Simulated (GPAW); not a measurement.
CsH:

```xyz
2
Lattice="0.0000 3.1880 3.1880 3.1880 0.0000 3.1880 3.1880 3.1880 0.0000" Properties=species:S:1:pos:R:3 pbc="T T T"
Cs    0.0000    0.0000    0.0000
H     3.1880    3.1880    3.1880
```

Base run:

- Program: GPAW 26.7.0
- Functional: PBE0
- Potentials or basis: GPAW PAW data sets (gpaw-data 1.2.1)
- Cutoff: 450 eV
- Basis: pw
- k mesh: 6 × 6 × 6
- Occupations: fermi-dirac, width 0.05 eV
- Spin: no spin polarisation

Its results: band gap on the k mesh 3.97 eV, direct.

The run is repeated on the same cell with these changes: functional from PBE0 to HSE06. What comes out?

Band gap on the k mesh 3.22 eV, direct.

Caveats: spin-orbit coupling is left out, which moves the levels of the heavy elements.

A k mesh can miss the band edges.

Not every run made on this cell is shown here.
